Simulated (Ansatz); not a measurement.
Input and command of a plane-wave DFT calculation in Ansatz:

```yaml
crystal:
  lattice:
    - [0.0, 2.024805, 2.024805]
    - [2.024805, 0.0, 2.024805]
    - [2.024805, 2.024805, 0.0]
  atoms:
    - { symbol: Al, position: [0.0, 0.0, 0.0] }
basis:
  ecutwfc: 420
kpoints:
  mp_grid: { grid: [8, 8, 8] }
hamiltonian:
  xc: pbe
scf:
  occupations: { method: gaussian, width: 0.1 }
output:
  forces: true
  stress: true
  eigenvalues: true
```

```bash
ansatz run input.yaml --threads 2 --pin off --max-ram 5120MiB --backend cpu --events-out ev --progress --plain --runs-dir out
```

Processor: Arm Neoverse V1, 2 threads, on a host shared with other jobs.

Task: Estimate time, memory and problem size.

Result: About 0.27 s on 2 threads of Arm Neoverse V1, on a shared host, peak memory 0.23 GiB. It solves 6 bands at 29 k points (the mesh reduced by the symmetry that the task leaves, which can be less than the crystal's) with about 331 plane waves, in 6 SCF iterations.
